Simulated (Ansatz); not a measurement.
**MgS: moving Mg off its site**

MgS, Fm-3m, a = 5.203 Å (as given, not relaxed at this level: -0.9 GPa). Ansatz: PBEsol, PAW, 420 eV, Γ-centred 8×8×8 mesh on 2 atoms, Gaussian smearing 0.05 eV; no spin polarisation.

```
Mg S
1.0
     0.00000    2.60165    2.60165
     2.60165    0.00000    2.60165
     2.60165    2.60165    0.00000
Mg S
1 1
Cartesian
  0.0000 0.0000 0.0000
  2.6016 2.6016 2.6016
```

Atom 1 (Mg) moves by x along the unit vector (0.000, -0.707, -0.707), with its periodic images; all else is held. y is the free energy of the cell over the start, F the force along the path summed over the moved atoms. Symmetry makes y even in x.

| x (Å) | y (meV) | F (eV/Å) |
| --- | --- | --- |
| -0.5000 | ? | ? |
| -0.2500 | 91.3 | 0.76 |
| 0.0000 | 0.0 | 0.00 |
| 0.0625 | 5.5 | -0.18 |
| 0.1250 | 22.1 | -0.36 |
| 0.1875 | 50.4 | -0.55 |
| 0.3125 | 146.2 | -1.00 |
| 0.3750 | 216.5 | -1.26 |
| 0.4375 | 303.6 | -1.54 |

Problem. Fit y = c2 x² + c4 x⁴ to the energies of the other rows, give the force constant, and predict energy and force of the missing row.

Solution. Least squares on the rows shown. y = 1403.0 x² + 959.71 x⁴. The force constant is 2 c2 = 2.81 eV/Å² (for all images moving together, not for a lone atom). With two atoms in a cubic cell this is the optical mode at Γ without the LO field: ω = 521.5 √(2 c2/μ) = 235 cm⁻¹ for μ = 13.82 u. The force −dy/dx at the missing row is 1.88 eV/Å (computed 1.85). At x = -0.5000 the fit asked for gives 410.7 meV. The run gave 409.3 meV, so the fit is 1.4 meV too high, a small miss on the scale of the series.